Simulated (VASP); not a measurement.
Input of a VASP 6.6.1 run:

POSCAR

```
Se
1.0
    4.4968862917      0.0000000000      0.0000000000
   -2.2484431459      3.8944177665      0.0000000000
    0.0000000000      0.0000000000      4.9961923570
Se
3
Direct
    0.2174132783      0.0000000000      0.1666666667
    0.0000000000      0.2174132783      0.8333333333
    0.7825867217      0.7825867217      0.5000000000
```

INCAR.step1

```
PREC     = Accurate       # precision mode
ENCUT    = 520            # plane-wave cutoff, eV
ISMEAR   = 0              # smearing method
SIGMA    = 0.02           # smearing width, eV
LREAL    = False          # projectors in reciprocal space
LASPH    = True           # aspherical terms in the spheres
NELM     = 100            # most SCF steps
NBANDS   = 16             # bands
GGA      = PE             # functional
ALGO     = Normal         # electronic algorithm
EDIFF    = 1E-4           # SCF threshold, eV
LWAVE    = True           # write WAVECAR
LCHARG   = False          # write CHGCAR
```

Contents of INCAR.step2:

```
PREC     = Accurate       # precision mode
ENCUT    = 520            # plane-wave cutoff, eV
EDIFF    = 1E-7           # SCF threshold, eV
ISMEAR   = 0              # smearing method
SIGMA    = 0.02           # smearing width, eV
LREAL    = False          # projectors in reciprocal space
LASPH    = True           # aspherical terms in the spheres
NELM     = 100            # most SCF steps
ALGO     = Normal         # electronic algorithm
ISIF     = 2              # what is computed and relaxed
LWAVE    = False          # write WAVECAR
LCHARG   = False          # write CHGCAR
METAGGA  = R2SCAN         # meta-GGA
LMIXTAU  = True         
NBANDS   = 16             # bands
ISTART   = 1
```

Contents of KPOINTS:

```
Automatic mesh
0
Gamma
  9 9 6
```

Potentials or basis: VASP PAW PBE potentials, release 64 (Se).

Launch:

```bash
$ cat potpaw_PBE.64/Se/POTCAR > POTCAR
$ cp INCAR.step1 INCAR
$ mpirun -np 1 vasp_std > vasp.out
$ cp INCAR.step2 INCAR
$ mpirun -np 1 vasp_std > vasp.out
```

Problem. What does it give for the pressure?

Solution. 0.0 GPa.

Problem. Predict the band gap on the k mesh.

Solution. 1.31 eV, indirect (least direct gap 1.56 eV).

Forces in eV/Å, atoms in the order of the input:
```
Se   0.002  0.000  0.000
Se  -0.001  0.002  0.000
Se  -0.001 -0.002  0.000
```

Caveat: the PAW data sets were made with another functional, which shifts forces and pressure a little; an odd mesh through Γ misses points on the zone boundary, where band edges often lie.
